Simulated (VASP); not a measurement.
# AlN (F-43m) under uniaxial stress along [001], part 2 of 2

How do the elastic response and the band edges of AlN follow uniaxial stress along [001]?

VASP 6.6.1, plane waves and PAW; the level of theory is named at each step.

So far: Starting point; Relax the crystal, LDA; Strain across the axis, LDA; Band edges, HSE06.

## 5. All members

Hybrid runs start from orbitals of a short LDA run, not shown.

Runs beyond LDA use the data sets made with LDA; this shifts their levels slightly, and their total energies have another zero.

The other members went through these steps as far as the tables show, with the same cutoff and, step by step, the same mesh; 42 runs are not shown. The session took 0.87 core hours (wall time by ranks) on a shared machine.

```
strain along the axis (%)  strain across the axis (%)  stress along the axis, tension positive (GPa)  energy above the unstrained row (meV/atom)  gap on the mesh, LDA (eV)
                   -2.000                       0.740                                         -3.339                                       2.285                      3.076
                   -1.500                       0.551                                         -2.560                                       1.307                      3.113
                   -1.000                       0.365                                         -1.744                                       0.597                      3.151
                   -0.500                       0.182                                         -0.892                                       0.157                      3.190
                        0                       0.000                                         -0.010                                       0.000                      3.230
                    0.500                      -0.175                                          0.923                                       0.123                      3.209
                    1.000                      -0.349                                          1.884                                       0.555                      3.188
                    1.500                      -0.520                                          2.882                                       1.292                      3.166
                    2.000                      -0.687                                          3.913                                       2.349                      3.143
```

Slopes at zero strain, from cubics through all rows: strain ratio -0.357, stress over strain 181 GPa.

Band edges at HSE06, counted from the valence-band top at Γ, with one row partly withheld:

```
strain along the axis (%)  gap (eV)  conduction band at Γ (eV)  Δ or X valley along z (eV)  Δ or X valley along x (eV)  lowest conduction level at L, [111] (eV)  lowest conduction level at L, [-111] (eV)  second valence level below the top (eV)  third valence level below the top (eV)
                   -2.000     4.438                      5.695                       4.438                       4.570                                     8.978                                      8.978                                    0.113                                   0.113
                   -1.500     4.475                      5.702                       4.475                       4.574                                     8.997                                      8.997                                    0.085                                   0.085
                   -1.000     4.513                      5.708                       4.513                       4.580                                     9.013                                      9.013                                    0.057                                   0.058
                   -0.500     4.552                      5.714                       4.552                       4.585                                     9.025                                      9.025                                    0.029                                   0.029
                        0     4.592                      5.721                       4.592                       4.592                                     9.033                                      9.033                                    0.000                                   0.000
                    0.500     4.570                      5.696                           ?                       4.570                                     9.006                                      9.006                                    0.000                                   0.029
                    1.000     4.548                      5.670                       4.614                       4.548                                     8.975                                      8.975                                    0.000                                   0.059
                    1.500     4.527                      5.644                       4.626                       4.527                                     8.938                                      8.938                                    0.000                                   0.090
                    2.000     4.505                      5.616                       4.638                       4.505                                     8.897                                      8.897                                    0.000                                   0.121
```

Conduction masses, in electron masses:

```
strain along the axis (%)  conduction mass at Γ, along the strain axis or the normal of the plane  conduction mass at Γ, across the strain axis or in the plane
                   -2.000                                                                   0.293                                                         0.297
                   -1.500                                                                   0.293                                                         0.298
                   -1.000                                                                   0.295                                                         0.298
                   -0.500                                                                   0.298                                                         0.297
                        0                                                                   0.298                                                         0.298
                    0.500                                                                   0.298                                                         0.294
                    1.000                                                                   0.295                                                         0.294
                    1.500                                                                   0.294                                                         0.292
                    2.000                                                                   0.294                                                         0.293
```

## 6. A fit to the known rows

The quantity to fit is the splitting of the Δ or X valleys (z less x) at HSE06: -0.132, -0.099, -0.066, -0.033, 0.000, 0.066, 0.099, 0.133 eV in the rows shown.

A least-squares parabola through the 8 rows shown, with d the strain along the axis less the strain across it, in %: E = 2.40e-4 d² + 0.04873 d − 3.60e-5 (eV), r.m.s. residual 5.1e-5 eV.

At d = 0.6749 this predicts 0.0330 eV.

## 7. Prediction against calculation

The calculation gives 0.0330 eV, so the prediction is right to the last digit shown.

The splitting is Ξu times d, with d as a fraction, so the linear term gives Ξu = 4.9 eV.

## 8. Outcome

```
Poisson ratio                                        : 0.357
Young's modulus along the axis                       : 181 GPa
gap of the unstrained cell, HSE06                    : 4.59 eV
shear deformation potential Ξu of the Δ or X valleys : 4.9 eV
error of the predicted row                           : 0.0 meV
valence shear potential |b|, HSE06                   : 1.43 eV
```

As a check, the curvature of the energy gives 180 GPa for the same modulus (energy per volume = E/2 × strain²), 1 % from the slope of the stress. At HSE06 the lowest conduction valley is Δ or X throughout, and the gap runs between 4.44 and 4.59 eV. Without spin-orbit coupling the three valence levels split by 3|b| times the difference of the strains; the rows within 1 % give |b| = 1.43 eV. Hole masses are left out throughout, since the top bands are degenerate or cross in many series; of conduction masses, those of the Γ, L and (for Si and Ge under (001) strain) Δ valleys are kept where they change by under an eighth between rows. HSE06 ran on a coarser mesh than the semilocal levels. Spin-orbit coupling is left out at HSE06, so the valence splittings there lack it. Δ or X levels are the lowest on their line, refined by a parabola unless they lie at X; the gap is read from all points sampled and can differ from the lowest valley by some meV, or by tens of meV where strain moves the valence top off Γ. Temperature, zero-point motion and excitons are left out.

[Lines on the potential files, build, host, timing and source positions are cut from VASP's logs without a mark.]

[Logs are printed without paths, hosts, clocks, repeated set-up lines and the standing remarks that a program may print on its own settings, such as how far it seeks lower states.]

[Hosts, paths, dates, database ids (printed as entryN), source tags and the programs' standing remarks are cut or masked in the printed files.]

[In band tables of VASP the shares of atoms and orbitals are scaled to a sum of 1 inside the atoms' spheres.]
